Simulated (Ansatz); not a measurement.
## In$_{3}$Sb: how the plane-wave cutoff moves the results

Method: DFT r2SCAN, scalar-relativistic, plane waves, PAW (Ansatz).

```yaml
crystal:
  lattice:
    - [4.89694, -0.07518, -0.03451]
    - [-0.07518, 4.80592, 0.04560]
    - [-0.03451, 0.04560, 4.79340]
  atoms:
    - { symbol: In, position: [0.47890, 0.52178, 0.02530] }
    - { symbol: In, position: [0.51996, 0.98470, 0.48108] }
    - { symbol: In, position: [0.99701, 0.50107, 0.49537] }
    - { symbol: Sb, position: [0.00468, 0.99809, 0.97991] }
```

The Γ-centred k-mesh is 6×6×6. The occupation rule is Gaussian smearing, 0.1 eV, the spin treatment is unpolarised and the valence charge of the PAW sets is In 13, Sb 15.

The atoms are held and the plane-wave cutoff is swept. Energies are extrapolated to zero smearing and count from the reference run, 600 eV. The cell was strained and its atoms displaced at random, so that forces don't vanish. Spin–orbit coupling is left out. Pressure is positive in compression and holds a correction for the finite cutoff (Pulay stress).

Times are rough; the reference took 3.3 min on 1 thread of Intel(R) Xeon(R) Processor @ 2.50GHz (Skylake/Cascade Lake) (shared host), peak memory 0.92 GiB.

(1) One run gave ΔE = 5.40 meV/atom and P = -0.60 GPa. Which plane-wave cutoff did it use, of 200, 250, 300, 350, 500?

Results:

(1) 350 eV. All runs:

```tsv
cutoff (eV)	ΔE (meV/atom)	P (GPa)	largest change of a force component (eV/Å)	plane waves at Γ	wall time (s)
200	8871	-1.40	0.299	741	52
250	1016	-0.97	0.050	1009	63
300	79.2	-0.44	0.005	1341	75
350	5.40	-0.60	0.001	1689	85
500	0.31	-0.62	0.000	2863	150
600	0.00	-0.62	0.000	3793	200
```